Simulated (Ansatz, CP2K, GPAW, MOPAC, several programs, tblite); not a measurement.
# What cheap methods get right for AlGa3As4

How much accuracy does each second buy? AlGa3As4 is computed with 10 methods of unlike cost, up to r2SCAN.

Computed with MOPAC, tblite, CP2K, Ansatz, GPAW (versions at each run) (no spin polarisation, static lattice; gaps from single points on the cell relaxed beforehand with r²SCAN, unless a step's input says otherwise).

**1. The starting structure**

Symmetry: P-43m, No. 215, cubic system. The conventional cell has a = 5.670 Å, b = 5.670 Å, c = 5.670 Å, α = 90.00°, β = 90.00°, γ = 90.00°. Around Al (site symmetry -43m) lie 4 As at 2.45 Å. As (site symmetry 3m) has 1 Al at 2.45 Å and 3 Ga at 2.46 Å in its first shell of neighbours. Ga (site symmetry -42m) is surrounded by 4 As at 2.46 Å.

As a file:

```cif
data_structure
_symmetry_space_group_name_H-M 'P-43m'
_symmetry_Int_Tables_number 215
_cell_length_a 5.6700
_cell_length_b 5.6700
_cell_length_c 5.6700
_cell_angle_alpha 90.000
_cell_angle_beta 90.000
_cell_angle_gamma 90.000
_cell_volume 182.29
loop_
_atom_site_label
_atom_site_type_symbol
_atom_site_symmetry_multiplicity
_atom_site_Wyckoff_symbol
_atom_site_fract_x
_atom_site_fract_y
_atom_site_fract_z
_atom_site_occupancy
Al1 Al 1 a 0.00000 0.00000 0.00000 1
As1 As 4 e 0.24974 0.24974 0.24974 1
Ga1 Ga 3 c 0.50000 0.50000 0.00000 1
```

The structure type (ordered alloy on zincblende lattice) is imposed and need not be the compound's stable one.

**Question.** The methods are PM6, PM7, GFN1-xTB (tblite), GFN2-xTB (tblite), PBE/DZVP, PBE/SZV, coarse PBE, GLLB-SC, PBE, r2SCAN. What gap does r2SCAN give on this cell, and which other methods (full PBE left aside) come nearest to r2SCAN and farthest in gap, volume and bulk modulus?

| quantity | value |
| --- | --- |
| r2SCAN | gap 1.30 eV, 22.79 Å³/atom, B₀ 73 GPa |
| gap: nearest and farthest of the other methods | GLLB-SC (+0.17 eV), PM6 (+1.20 eV) |
| volume: nearest and farthest of the other methods | GFN1-xTB (tblite) (+4.3 %), PBE/SZV (+8.8 %) |
| bulk modulus: nearest and farthest of the other methods | PBE/DZVP (-26 %), GFN1-xTB (tblite) (-54 %) |

In words: For the gap, of the 7 methods compared (full PBE left aside), GLLB-SC comes nearest to r2SCAN and PM6 is farthest. Among the 3 methods compared for the volume (full PBE left aside), GFN1-xTB (tblite) is nearest to r2SCAN and PBE/SZV farthest. For the bulk modulus, of the 3 methods compared (full PBE left aside), PBE/DZVP comes nearest to r2SCAN and GFN1-xTB (tblite) is farthest. A minimal basis or a coarse cutoff and mesh shifts results by its own error, so closeness to r2SCAN can be chance. Cluster runs see only the k-points that fold onto the zone centre, so their gaps can miss the band edges. GLLB-SC is compared with its derivative discontinuity added. PM7 ended in an unphysical state and is left out of the comparison. No volume is given for PM6, GFN2-xTB (tblite), coarse PBE, which can hide a larger miss. CPU times run from 3 s (coarse PBE) to 38 s (PBE/DZVP). On this cell PBE/DZVP cost more than r2SCAN itself (28 s), so it is no saving here. r2SCAN is a yardstick, not the truth: it usually gives gaps below the measured ones.
